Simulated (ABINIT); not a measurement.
Crystal: HfC.

```xyz
2
Lattice="0.0000 2.3250 2.3250 2.3250 0.0000 2.3250 2.3250 2.3250 0.0000" Properties=species:S:1:pos:R:3 pbc="T T T"
Hf    2.3250    2.3250    2.3250
C     0.0000    0.0000    0.0000
```

Base run:

- Program: ABINIT 10.8.3 (patched build)
- Functional: SOGGA
- Potentials or basis: JTH PAW PBE v2.0
- Cutoff: 544 eV
- k mesh: 10 × 10 × 10
- Occupations: fermi-dirac, width 0.05 eV
- Spin: no spin polarisation

Its results: band gap on the k mesh none (metal or under the smearing width); pressure -8.0 GPa.

Task: After a change of settings the same cell gave: band gap on the k mesh none (metal or under the smearing width); pressure -6.0 GPa. Which change was it?
A. functional from SOGGA to HCTH407
B. functional from SOGGA to WC; spin from no spin polarisation to spin-orbit coupling, no magnetisation
C. functional from SOGGA to PBEsol; k mesh from 10 × 10 × 10 to 4 × 4 × 4

Result: B.

Caveats: the PAW data sets were made with another functional, which shifts forces and pressure a little; spin-orbit coupling is left out, which moves the levels of the heavy elements (some runs).

Runs at the PBE level aren't shown here.
